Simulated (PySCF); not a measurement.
## CdSe in PySCF: convergence with scf threshold

Input of the first run (scf threshold 0.01 Ha); the others differ in this setting and in those tied to it:

Contents of run.py:

```python
import json
import numpy as np
from pyscf.pbc import gto, scf, dft, df

cell = gto.Cell()
cell.basis = {'Cd': 'DZVP-MOLOPT-SR-GTH-q12', 'Se': 'DZVP-MOLOPT-SR-GTH-q6'}
cell.pseudo = {'Cd': 'GTH-PBE-q12', 'Se': 'GTH-PBE-q6'}
cell.fromfile('CdSe.xyz')
cell.ke_cutoff = 78  # hartree
cell.exp_to_discard = 0.02
cell.precision = 1e-08
cell.max_memory = 2940  # MB
cell.verbose = 4
cell.build()

res = {}
kpts = cell.make_kpts([2, 2, 2])
mf = dft.KRKS(cell, kpts, xc='blyp')
mf = mf.multigrid_numint()
mf = mf.smearing(sigma=0.00183747, method='fermi')  # hartree
mf.conv_tol = 0.01
mf.max_cycle = 60

mf.kernel()
res.update(converged=bool(mf.converged), e_tot=mf.e_tot, nelec=cell.nelectron, nao=cell.nao, mesh=list(map(int, cell.mesh)), a=cell.lattice_vectors().tolist(), coords=cell.atom_coords().tolist(),
           mo_energy=[np.real(x).tolist() for x in mf.mo_energy], mo_occ=[np.real(x).tolist() for x in mf.mo_occ])
res.update(e_free=mf.e_free, e_zero=mf.e_zero)
res.update(kpts=cell.get_scaled_kpts(kpts).tolist())
res['parts'] = {k: float(np.real(v)) for k, v in mf.scf_summary.items() if np.isscalar(v)}
json.dump(res, open('results.json', 'w'))
if not mf.converged:
    raise SystemExit('SCF not converged')

print('levels (eV)')
for i, kp in enumerate(res['kpts'][:40]):
    print('k %7.4f %7.4f %7.4f  ' % tuple(kp), ' '.join('%.3f' % (x * 27.211386) for x in res['mo_energy'][i][:14]))

# Mulliken populations
dm, s = np.asarray(mf.make_rdm1()), np.asarray(mf.get_ovlp())
sites = cell.aoslice_by_atom()[:, 2:]
tot = np.einsum('kij,kji->i', dm, s).real / len(kpts)
res['mulliken'] = [cell.atom_charge(i) - tot[a0:a1].sum() for i, (a0, a1) in enumerate(sites)]
print('Mulliken charges', np.round(res['mulliken'], 5))
res['meta_lowdin'] = mf.mulliken_meta()[1].tolist()

mf._numint = dft.numint.KNumInt()  # the gradient code works on the uniform mesh
g = mf.nuc_grad_method()
de = g.kernel()
res['gradient'] = de.tolist()
json.dump(res, open('results.json', 'w'))
cell.verbose = 3
sigma = g.get_stress()
print('stress (hartree/bohr^3)\n', sigma)
res['stress'] = sigma.tolist()
res['done'] = True
json.dump(res, open('results.json', 'w'))
```

CdSe.xyz

```xyz
2
Lattice="0.0000000000 3.0702711986 3.0702711986 3.0702711986 0.0000000000 3.0702711986 3.0702711986 3.0702711986 0.0000000000" Properties=species:S:1:pos:R:3 pbc="T T T"
Cd     0.0429039697     -0.0129104904      0.0082866620
Se     1.4944391546      1.5438183262      1.5877692585
```

Potentials or basis: DZVP-MOLOPT-SR/GTH-PBE (potentials made for PBE).

Run with:

```bash
$ OMP_NUM_THREADS=2 python -u run.py > log
```

The cell isn't the ideal one: atoms moved at random.

The cell comes from a database or a generator and needn't be the stable form of this composition.

Hardware: 2 threads of AMD EPYC (Zen 3), on a shared host.

```tsv
scf threshold	energy less the tightest run, at zero smearing (meV/atom)	SCF cycles	CPU time (s)	peak memory (GiB)
0.01 Ha	0.06	4	600	9.2
0.001 Ha	0.06	4	580	9.2
0.0001 Ha	0.06	4	580	9.2
1e-05 Ha	0.00	6	630	9.2
1e-06 Ha	0.00	6	610	9.2
1e-08 Ha	0.00	8	740	9.2
1e-10 Ha	0.00	10	910	9.2
```

Against the tightest run, the energy stays within 1 meV/atom from 0.01 Ha on. The tightest run that finished is the yardstick and may itself not be fully converged.

Caveat, for the tightest run too: the k mesh is coarse (spacing up to 0.89 Å⁻¹), so the values aren't converged; the magnetic or orbital state may not be the lowest; the basis of atomic orbitals isn't converged, which shifts pressures, moduli and gaps.
